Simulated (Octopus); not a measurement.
# ZrB2 (P6/mmm) in Octopus: reference runs, part 2 of 2

Octopus 16.4. The steps go on from the part before.

### 6 Equation of state, PBEsol, 9.84 Å³/atom (volume scaled by 0.96)

File inp:

```
CalculationMode = gs
UnitsOutput = eV_Angstrom
PeriodicDimensions = 3
ExperimentalFeatures = yes
PseudopotentialSet = pseudodojo_pbesol
%LatticeParameters
 1*angstrom | 1*angstrom | 1*angstrom
%
%LatticeVectors
 3.1271569103 | 0 | 0
 -1.5635784551 | 2.7081973259 | 0
 0 | 0 | 3.4852509034
%
%ReducedCoordinates
 "Zr" | 0 | 0 | 0
 "B" | 0.6666666667 | 0.3333333333 | 0.5
 "B" | 0.3333333333 | 0.6666666667 | 0.5
%
%Spacing
 0.12508628*angstrom | 0.12508628*angstrom | 0.12447325*angstrom
%
DerivativesOrder = 8
%KPointsGrid
 10 | 10 | 8
%
KPointsUseSymmetries = yes
XCFunctional = gga_x_pbe_sol + gga_c_pbe_sol
SmearingFunction = fermi_dirac
Smearing = 0.05*eV
ExtraStates = 9
Eigensolver = chebyshev_filter
ConvRelDens = 3e-7
MaximumIter = 120
```

Potentials or basis: pseudodojo_pbesol (PseudoDojo 0.4, PBEsol).

Launch:

```sh
$ OMP_NUM_THREADS=1 octopus > out.log
```

out.log:

```text
Running octopus

[... 13 lines left out ...]

Input: [AllElectronType = no]
Input: [PseudopotentialSet = pseudodojo_pbesol]
Reading Coordinates from ReducedCoordinates block

****************************** Species *******************************
  Species 'Zr'
    type             : pseudopotential
    file             : 'Zr.upf'
    file format      : UPF2
    valence charge   : 12.0
    atomic number    :  40
    form on file     : kleinman-bylander
    lmax             : 2
    llocal           : -1
    projectors per l : 2
    total projectors : 6
    application form : kleinman-bylander
    orbitals         : 10
    bound orbitals   : 10

  Species 'B'
    type             : pseudopotential
    file             : 'B.upf'
    file format      : UPF2
    valence charge   : 3.0
    atomic number    :   5
    form on file     : kleinman-bylander
    lmax             : 1
    llocal           : -1
    projectors per l : 2
    total projectors : 4
    application form : kleinman-bylander
    orbitals         :  4
    bound orbitals   :  4

**********************************************************************

***************************** Symmetries *****************************
Space group No.  191
International: P6/mmm
Schoenflies: D6h^1
Info: The system has    24 symmorphic symmetries that can be used.
[... 333 lines left out ...]
------------%---------------------------------------------------------
------------%------------------%--------------------------------------
------------%-----------------%%--------------------------------------
------------%------------%---%%%%-------------------------------------
%-----------%%----------%%---%%%%-------------------------------------
%-----------%%----------%%--%%%%%%------------------------------------
%-----------%%------%-%%%%%-%%%%%%%-----------------------------------
%-----------%%------%%%%%%%%%%%%%%%%----------------------------------
%-----------%%------%%%%%%%%%%%%%%%%%---------------------------------
                           ^

Fermi energy =    10.726127 eV

**********************************************************************

*********************** SCF CYCLE ITER #    2 ************************
 etot  = -1.53457626E+03 abs_ev   =  7.42E+00 rel_ev   =  6.20E-02
 ediff =        7.31E-01 abs_dens =  7.95E-01 rel_dens =  4.42E-02
Matrix vector products: 1750
Converged eigenvectors: 0
[... 127 lines left out ...]
*********************** SCF CYCLE ITER #   13 ************************
 etot  = -1.53982903E+03 abs_ev   =  7.40E-06 rel_ev   =  6.11E-08
 ediff =        1.54E-07 abs_dens =  2.83E-06 rel_dens =  1.57E-07
Matrix vector products: 1750
Converged eigenvectors: 63

#  State  KPoint  Eigenvalue [eV]  Occupation    Error
      1       1      -37.972851    2.000000   ( 2.6E-08)
      1       3      -37.969334    2.000000   ( 2.6E-08)
      1       8      -37.960826    2.000000   ( 2.0E-08)
      1       2      -37.959651    2.000000   ( 2.6E-08)
      1       5      -37.956162    2.000000   ( 2.5E-08)
      1      19      -37.952296    2.000000   ( 1.9E-08)
      1      33      -37.948756    2.000000   ( 1.7E-08)
      1      11      -37.947721    2.000000   ( 1.9E-08)
[... 23 lines left out ...]
     17      55       25.165664    0.000000   ( 9.2E-04)
     18      66       25.419009    0.000000   ( 4.3E-02)
     18      36       25.527089    0.000000   ( 6.9E-02)
     18      55       25.750714    0.000000   ( 1.4E-02)
     18      51       25.946947    0.000000   ( 1.0E-01)
     18      64       26.010709    0.000000   ( 5.1E-02)
     18      61       27.226263    0.000000   ( 1.0E-01)
     18      68       27.560158    0.000000   ( 7.4E-02)

Density of states:

-----------------------%----------------------------------------------
-----------------------%----------------------------------------------
-----------------------%----------------------------------------------
-----------------------%----------------------------------------------
-----------------------%----------------------------------------------
-----------------------%----------------------------------------------
%----------------------%----------------------------------------------
%----------------------%-----------------------%%------%%-%-%-%-------
%----------------------%----------------------%%%%---%%%%%%%%-%%%-----
%----------------------%---------------%%%%%%%%%%%%-%%%%%%%%%%%%%%%---
                                                   ^

Fermi energy =    10.315578 eV

**********************************************************************

Info: SCF converged in   13 iterations

** Warning:
**   Some of the states are not fully converged!

Info: Number of matrix-vector products:      22750
Info: Finished writing information to 'restart/gs'.

Octopus emitted 16 warnings.
```

static/info:

```text
**

********************** Brillouin zone sampling ***********************
Dimensions of the k-point grid      = 10 10  8
Total number of k-points            = 800
Number of symmetry-reduced k-points = 70

List of k-points:
[... 1450 lines left out ...]
      abs_evsum =  7.40043421E-06 ( 0.00000000E+00) [eV]
      rel_evsum =  6.11090437E-08 ( 0.00000000E+00)

Forces on the ions [eV/A]
 Ion                        x              y              z
   1        Zr   0.00000000E+00   0.00000000E+00   0.00000000E+00
   2         B   5.67137783E-23   2.69390447E-22   0.00000000E+00
   3         B  -5.67137783E-23  -2.69390447E-22   0.00000000E+00
 ----------------------------------------------------------
 Max abs force   5.67137783E-23   2.69390447E-22   0.00000000E+00
   Total force   0.00000000E+00   0.00000000E+00   0.00000000E+00
```

Wall time 6.9 min (1 thread of Intel Xeon Platinum 8259CL at 2.50GHz (Skylake/Cascade Lake), shared host); peak memory 1.2 GiB.

What came out:

```yaml
Free_energy: -1539.8318 eV
Band_gap_on_the_k_mesh: none (metal or under the smearing width)
```

### 7 Equation of state, PBEsol, 10.66 Å³/atom (volume scaled by 1.04)

Changes to inp since step 6:

```diff
@@ -9,5 +9,5 @@
 %LatticeVectors
- 3.1271569103 | 0 | 0
- -1.5635784551 | 2.7081973259 | 0
- 0 | 0 | 3.4852509034
+ 3.2117153101 | 0 | 0
+ -1.6058576551 | 2.7814270483 | 0
+ 0 | 0 | 3.5794921737
 %
@@ -19,3 +19,3 @@
 %Spacing
- 0.12508628*angstrom | 0.12508628*angstrom | 0.12447325*angstrom
+ 0.12846861*angstrom | 0.12846861*angstrom | 0.12783901*angstrom
 %
```

Launch:

```sh
$ OMP_NUM_THREADS=1 octopus > out.log
```

Run time: 7.3 min. Hardware: 1 thread of Intel Xeon Platinum 8259CL at 2.50GHz (Skylake/Cascade Lake), shared host; peak memory 1.2 GiB.

The run converged. Its results:

```
Free energy            : -1539.7823 eV
Band gap on the k mesh : none (metal or under the smearing width)
```

### 8 Equation of state, PBEsol, 9.63 Å³/atom (volume scaled by 0.94)

Changes to inp since step 7:

```diff
@@ -9,5 +9,5 @@
 %LatticeVectors
- 3.2117153101 | 0 | 0
- -1.6058576551 | 2.7814270483 | 0
- 0 | 0 | 3.5794921737
+ 3.1052879646 | 0 | 0
+ -1.5526439823 | 2.6892582634 | 0
+ 0 | 0 | 3.4608777221
 %
@@ -19,3 +19,3 @@
 %Spacing
- 0.12846861*angstrom | 0.12846861*angstrom | 0.12783901*angstrom
+ 0.12421152*angstrom | 0.12421152*angstrom | 0.12360278*angstrom
 %
@@ -33 +33,6 @@
 MaximumIter = 120
+%Output
+ density | cube
+ elf | cube
+ potential | cube
+%
```

Launch:

```sh
$ OMP_NUM_THREADS=1 octopus > out.log
```

Run time: 7.5 min. Hardware: 1 thread of Intel Xeon Platinum 8259CL at 2.50GHz (Skylake/Cascade Lake), shared host; peak memory 1.2 GiB.

The run converged. Its results:

- Free energy: -1539.7939 eV
- Band gap on the k mesh: none (metal or under the smearing width)

### 9 Equation of state, PBEsol, 10.86 Å³/atom (volume scaled by 1.06)

Changes to inp since step 8:

```diff
@@ -9,5 +9,5 @@
 %LatticeVectors
- 3.1052879646 | 0 | 0
- -1.5526439823 | 2.6892582634 | 0
- 0 | 0 | 3.4608777221
+ 3.2321726471 | 0 | 0
+ -1.6160863235 | 2.7991436218 | 0
+ 0 | 0 | 3.6022921016
 %
@@ -19,3 +19,3 @@
 %Spacing
- 0.12421152*angstrom | 0.12421152*angstrom | 0.12360278*angstrom
+ 0.12928691*angstrom | 0.12928691*angstrom | 0.12865329*angstrom
 %
@@ -33,6 +33 @@
 MaximumIter = 120
-%Output
- density | cube
- elf | cube
- potential | cube
-%
```

Potentials or basis: pseudodojo_pbesol (PseudoDojo 0.4, PBEsol).

Launch:

```sh
$ OMP_NUM_THREADS=1 octopus > out.log
```

It took 7.1 min on 1 thread of Intel Xeon Platinum 8259CL at 2.50GHz (Skylake/Cascade Lake), shared host; peak memory 1.2 GiB.

The run converged. Its results:

```
Free energy            : -1539.7282 eV
Band gap on the k mesh : none (metal or under the smearing width)
```

### 10 Equation of state, PBEsol

Potentials or basis: pseudodojo_pbesol (PseudoDojo 0.4, PBEsol).

No new run: the results of the series are fitted here.

What came out:

| Quantity | Value |
| --- | --- |
| Equilibrium volume | 10.10 Å³/atom |
| Bulk modulus at fixed shape and positions | 250 GPa |
| Pressure derivative of the bulk modulus | 3.8 |

Energy against volume, from the lowest point:
```
volume (Å³/atom)  energy (meV/atom)
           9.634              17.94
           9.839               5.30
          10.044               0.00
          10.249               1.48
          10.454               8.91
          10.659              21.80
          10.864              39.84
```

Caveat: the number of grid points is fixed, so the spacing changes with the cell, which shifts volumes and moduli; the cell was scaled at fixed shape and fractional positions, which overstates the stiffness of a crystal with free parameters, most of all of layers and chains.
